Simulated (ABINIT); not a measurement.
Crystal: WC.

```
W C
1.0
     0.00000    2.19268    2.19268
     2.19268    0.00000    2.19268
     2.19268    2.19268    0.00000
W C
1 1
Cartesian
  0.0000 0.0000 0.0000
  2.1927 2.1927 2.1927
```

Measurements of this composition are mostly on another form, of space group No. 187.

Base run:

```yaml
Program: ABINIT 10.8.3 (patched build)
Functional: revPBE
Potentials_or_basis: JTH PAW PBE v2.0
Cutoff: 626 eV
k_mesh: 10 × 10 × 10
Occupations: fermi-dirac, width 0.05 eV
Spin: no spin polarisation
```

Its results: band gap on the k mesh none (metal or under the smearing width); pressure 1.9 GPa.

After a change of settings the same cell gave: band gap on the k mesh none (metal or under the smearing width); pressure 11.8 GPa. Which change was it?
A. functional from revPBE to BLYP
B. functional from revPBE to PBEsol
C. functional from revPBE to RPBE
D. functional from revPBE to PW91

A.

Caveats: the highest band is partly filled, so the run has too few bands; the PAW data sets were made with another functional, which shifts forces and pressure a little.
